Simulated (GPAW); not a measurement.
A run of GPAW 26.7.0:

run.py

```python
from ase import Atoms
from ase.dft.bandgap import bandgap
from ase.io import write
from ase.units import GPa
from gpaw import GPAW, PW

atoms = Atoms(['Sc', 'Sc'],
              cell=[[3.309, 0.0, 0.0],
                    [-1.6545, 2.8656780611, 0.0],
                    [0.0, 0.0, 5.2733]],
              scaled_positions=[[0.6666666667, 0.3333333333, 0.75],
                                [0.3333333333, 0.6666666667, 0.25]],
              pbc=True)

calc = GPAW(mode=PW(600),
            xc='PBE',
            kpts={'size': (9, 9, 5), 'gamma': True},
            occupations={'name': 'methfessel-paxton', 'order': 0, 'width': 0.1},
            nbands=23,
            convergence={'density': 1e-05, 'energy': 1e-05},
            maxiter=150,
            txt='gpaw.txt')
atoms.calc = calc
energy = atoms.get_potential_energy()
forces = atoms.get_forces()
stress = atoms.get_stress()
calc.write('gs.gpw')
write('result.traj', atoms)
print(f'Energy: {energy:.6f} eV')
print('Forces (eV/A):')
print(forces.round(4))
print('Stress (GPa):', (stress / GPa).round(3))
print('Fermi level:', round(calc.get_fermi_level(), 4), 'eV')
print(f'Gap: {bandgap(calc)[0]:.4f} eV, direct: {bandgap(calc, direct=True)[0]:.4f} eV')
```

Potentials or basis: GPAW PAW data sets (gpaw-data 1.2.1), pw.

The run is started by

```console
$ OMP_NUM_THREADS=1 python run.py
```

Hardware: 1 thread of Arm Neoverse N1 (shared host).

Problem. Estimate the wall time of this run.

Solution. It took 45 s on 1 thread of Arm Neoverse N1, on a shared host, peak memory 0.18 GiB. Counts: scf iterations 9, plane waves 1713, bands 23, k points 50.
